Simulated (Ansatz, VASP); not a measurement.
## CdTe in VASP and in Ansatz

```
Cd Te
1.0
     0.00000    3.30963    3.30963
     3.30963    0.00000    3.30963
     3.30963    3.30963    0.00000
Cd Te
1 1
Direct
  0.00000 0.00000 0.00000
  0.75000 0.75000 0.75000
```

Alike in both runs: functional PBE; k mesh 10 × 10 × 10; occupations gaussian, width 0.02 eV; no spin polarisation.

Ansatz relaxed the structure, and its values are those at the end. VASP's run is a single point on that final structure, the one shown.

```csv
,VASP,Ansatz
version,VASP 6.6.1,Ansatz 0.2.0
potentials or method,"VASP PAW PBE potentials, release 64 (Cd, Te)","scalar-relativistic, plane waves, PAW"
plane-wave cutoff (eV),520,420
valence electrons in the cell,18,36
```

```csv
,VASP,Ansatz,Ansatz less VASP
gap on the k mesh at the Fermi level (eV),0.58,0.58,+0.003
least direct gap on the mesh (eV),0.58,0.58,+0.003
pressure (GPa),0.1,0.0,-0.11
```

With one functional, cell and mesh, what is left measures potentials, basis and numerics. The two sets of potentials don't hold the same shells in valence.

Caveats: spin-orbit coupling is left out, which moves the levels of the heavy elements. Expect the measured gap to be larger: semilocal functionals such as PBE lack the derivative discontinuity.
